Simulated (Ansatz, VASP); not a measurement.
**Two plane-wave programs on HfH3**

Contents of INCAR:

```
SYSTEM = HfH3
  ALGO = Normal
  EDIFF = 1E-6
  ENCUT = 520
  GGA = PS
  ISIF = 2
  ISMEAR = -1
  LASPH = .True.
  LCHARG = .False.
  LREAL = .False.
  LWAVE = .False.
  NBANDS = 14
  NELM = 100
  PREC = Accurate
  SIGMA = 0.05
```

The input KPOINTS:

```
k-points
0
Gamma
  8 8 8
  0 0 0
```

POSCAR

```
HfH3
1.0
    3.0947977497      0.0000000000      0.0000000000
    0.0000000000      3.0947977497      0.0000000000
    0.0000000000      0.0000000000      3.0947977497
Hf H
1 3
Direct
    0.0000000000      0.0000000000      0.0000000000
    0.0000000000      0.5000000000      0.5000000000
    0.5000000000      0.0000000000      0.5000000000
    0.5000000000      0.5000000000      0.0000000000
```

Input for Ansatz:

```yaml
crystal:
  lattice:
    - [3.0947977496997514, 0.0, 0.0]
    - [0.0, 3.0947977496997514, 0.0]
    - [0.0, 0.0, 3.0947977496997514]
  atoms:
    - { symbol: Hf, position: [0.0, 0.0, 0.0] }
    - { symbol: H, position: [0.0, 0.5, 0.5] }
    - { symbol: H, position: [0.5, 0.0, 0.5] }
    - { symbol: H, position: [0.5, 0.5, 0.0] }
basis:
  ecutwfc: 500.0
kpoints:
  mp_grid:
    grid: [8, 8, 8]
hamiltonian:
  xc: pbesol
scf:
  occupations:
    method: fermi_dirac
    width: 0.05
output:
  stress: true
```

The cell comes from a database or a generator and needn't be the stable form of this composition.

Alike in both runs: task single point; functional PBEsol; k mesh 8 × 8 × 8; occupations fermi-dirac, width 0.05 eV; no spin polarisation.

|  | VASP | Ansatz |
| --- | --- | --- |
| version | VASP 6.6.1 | Ansatz 0.2.0 |
| potentials or method | VASP PAW PBE potentials, release 64 (Hf_pv, H) | plane waves, PAW |
| plane-wave cutoff (eV) | 520 | 500 |
| valence electrons in the cell | 13 | 29 |

|  | VASP | Ansatz | Ansatz less VASP |
| --- | --- | --- | --- |
| pressure (GPa) | -6.2 | -5.5 | +0.70 |

With one functional, cell and mesh, what is left measures potentials, basis and numerics. The two sets of potentials don't hold the same shells in valence.

Caveats: the PAW data sets were made with another functional, which shifts forces and pressure a little (VASP). Spin-orbit coupling is left out, which matters for the levels of Hf.
